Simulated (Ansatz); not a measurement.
# BeS under changes of volume

One of the cells (14.261 Å³/atom); the others are scaled copies at fixed shape and fractional positions:

```
CELL_PARAMETERS angstrom
0.00000 2.42500 2.42500
2.42500 0.00000 2.42500
2.42500 2.42500 0.00000
ATOMIC_POSITIONS crystal
S 0.75000 0.75000 0.75000
Be 0.00000 0.00000 0.00000
```

| Item | Value |
| --- | --- |
| Program | Ansatz 0.2.0 |
| Functional | PBE0 |
| Potentials or basis | Ansatz PAW |
| Cutoff | 420 eV (not typed: the program's choice for these potentials) |
| k mesh | 5 × 5 × 5 |
| Occupations | gaussian, width 0.1 eV |
| Spin | no spin polarisation |

```csv
volume (Å³/atom),energy over the lowest point (meV/atom),pressure (GPa),gap on the mesh (eV)
13.405,19.25,7.3,4.97
13.690,?,?,?
13.975,2.35,2.4,5.06
14.261,0.00,0.3,5.10
14.546,1.23,-1.6,5.13
14.831,5.71,-3.4,5.17
15.116,13.14,-5.0,5.20
```

Question: What does the run at 13.690 Å³/atom give?

Answer: Energy over the lowest point 8.64 meV/atom; pressure 4.7 GPa; gap on the mesh 5.01 eV.

Worked out: A Birch-Murnaghan fit of order 3 (a polynomial in V^(-2/3)) to the other rows has its minimum at 14.30 Å³/atom with B0 = V·E''(V) = 99 GPa and B' = 3.8. It gives 8.63 meV/atom at 13.690 Å³/atom, against the run's 8.64, and -dE/dV = 4.7 GPa, against 4.7. A straight line through the other rows of the gap, of slope 1.91 eV per unit of ln V, gives 5.02 eV, against the run's 5.01.

Energies are extrapolated to zero smearing.

Caveats: all runs use coarse meshes; odd divisions of the mesh miss points on the zone boundary, where band edges often lie, so the gap on the mesh can be too wide; the PAW data sets come from PBE, with cores solved anew for the run's functional, which leaves a small shift of forces and pressure; the thresholds are loose for stress.

A mesh can miss the band edges.
